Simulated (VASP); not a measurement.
# Si in VASP: one cell, several levels of theory

What does VASP give for Si (database structure), under -5.1 % biaxial strain in x and y, free along z, the cell held fixed? Runs: PBE, r2SCAN.

Program: VASP 6.6.1. PAW datasets, plane waves. Calculated at 0 K for a non-magnetic cell.

## 1. The structure to begin with

The cell comes from an earlier relaxation with r2SCAN in another program, then strained, with the atoms relaxed again.

Space group I4_1/amd (No. 141), tetragonal; a = 3.654 Å, c = 5.646 Å in the conventional setting, 18.84 Å³ an atom. Si has 4 Si at 2.31 Å.

As a file:

```cif
data_structure
_symmetry_space_group_name_H-M 'I4_1/amd:1'
_symmetry_Int_Tables_number 141
_cell_length_a 3.6537
_cell_length_b 3.6537
_cell_length_c 5.6464
_cell_angle_alpha 90.000
_cell_angle_beta 90.000
_cell_angle_gamma 90.000
_cell_volume 75.38
loop_
_atom_site_label
_atom_site_type_symbol
_atom_site_symmetry_multiplicity
_atom_site_Wyckoff_symbol
_atom_site_fract_x
_atom_site_fract_y
_atom_site_fract_z
_atom_site_occupancy
Si1 Si 4 a 0.00000 0.50000 0.25000 1
```

## 2. PBE at this geometry

Contents of INCAR:

```
ENCUT = 520.000000
SIGMA = 0.020000
EDIFF = 1.00e-07
GGA = PE
PREC = Accurate
IBRION = -1
ISIF = 2
ISMEAR = -1
NBANDS = 11
NELM = 120
NSW = 0
LASPH = .TRUE.
LCHARG = .FALSE.
LWAVE = .FALSE.
LREAL = .FALSE.
```

Contents of KPOINTS:

```
KPOINTS created by Atomic Simulation Environment
0
Gamma
8 8 8
0 0 0
```

Contents of KPOINTS_OPT:

```
special points
7
Reciprocal
0.0000000000 0.0000000000 0.0000000000 1
0.5000000000 0.0000000000 0.5000000000 1
0.6250000000 0.2500000000 0.6250000000 1
0.3750000000 0.3750000000 0.7500000000 1
0.5000000000 0.5000000000 0.5000000000 1
0.5000000000 0.2500000000 0.7500000000 1
0.0000000000 0.4218750000 0.4218750000 1
```

Contents of POSCAR:

```
Si
 1.0000000000000000
     0.0000000000000000    2.5835638433999999    2.8231982915999998
     2.5835638433999999    0.0000000000000000    2.8231982915999998
     2.5835638433999999    2.5835638433999999    0.0000000000000000
 Si
   2
Cartesian
  1.2917819216999999  1.2917819216999999  1.4115991457999999
  0.0000000000000000  0.0000000000000000  0.0000000000000000
```

Potentials: the recommended PBE PAW datasets, 8 valence electrons in the neutral cell.

On the command line:

```
$ mpirun -np 1 vasp_std
```

## 3. r2SCAN

INCAR, as its differences from that of step 2:

```diff
@@ -3,3 +3,4 @@
 EDIFF = 1.00e-07
-GGA = PE
+ALGO = Normal
+METAGGA = R2SCAN
 PREC = Accurate
```

KPOINTS is that of step 2.

KPOINTS_OPT is that of step 2.

POSCAR is that of step 2.

**Question.** What will these runs give? Wanted: for each run, gap; pressure.

The runs gave:

```
 level  gap (eV)  pressure (GPa)
   PBE     -0.04            8.27
r2SCAN      0.13            7.03
```

A negative gap is an overlap of bands.

The gap runs from -0.04 eV (PBE) to 0.13 eV (r2SCAN). The pressure is highest with PBE (8.3 GPa) and lowest with r2SCAN (7.0 GPa), which orders the cells that they would relax to.
